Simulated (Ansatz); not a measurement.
Crystal: Al.

```
CELL_PARAMETERS angstrom
2.81246 0.00000 0.00000
-1.40623 2.43566 0.00000
0.00000 0.00000 4.86685
ATOMIC_POSITIONS crystal
Al 0.33333 0.66667 0.25000
Al 0.66667 0.33333 0.75000
```

This isn't the form of Al at room conditions, which is fcc.

```yaml
Program: Ansatz 0.2.0
Task: relaxation of cell and atoms
Functional: PBE
Potentials_or_basis: Ansatz PAW
Cutoff: "420 eV (not typed: the program's choice for these potentials)"
k_mesh: 11 × 11 × 6
Occupations: fermi-dirac, width 0.05 eV
Spin: no spin polarisation
```

At the start: volume 16.67 Å³/atom.

**Question.** How do energy, volume and symmetry change on relaxing?

**Answer.** It ends after 6 steps and the volume is 16.63 Å³/atom (-0.2 %); space group P6_3/mmc (No. 194, to 0.05 Å).

Step by step:
| step | energy change (eV) | largest force (eV/Å) | volume (Å³) |
| --- | --- | --- | --- |
| 1 | 0.0000 | 0.0000 | 33.34 |
| 2 | -0.0176 | 0.0000 | 33.18 |
| 3 | -0.0186 | 0.0000 | 33.36 |
| 4 | -0.0188 | 0.0000 | 33.26 |
| 5 | -0.0188 | 0.0000 | 33.27 |
| 6 | -0.0190 | 0.0000 | 33.27 |

Final structure:
```
CELL_PARAMETERS angstrom
2.85374 0.00000 0.00000
-1.42687 2.47141 0.00000
0.00000 0.00000 4.71710
ATOMIC_POSITIONS crystal
Al 0.33333 0.66667 0.25000
Al 0.66667 0.33333 0.75000
```

Caveat: the plane-wave basis is chosen anew once the cell has moved, so the energies of steps on either side of that aren't comparable.
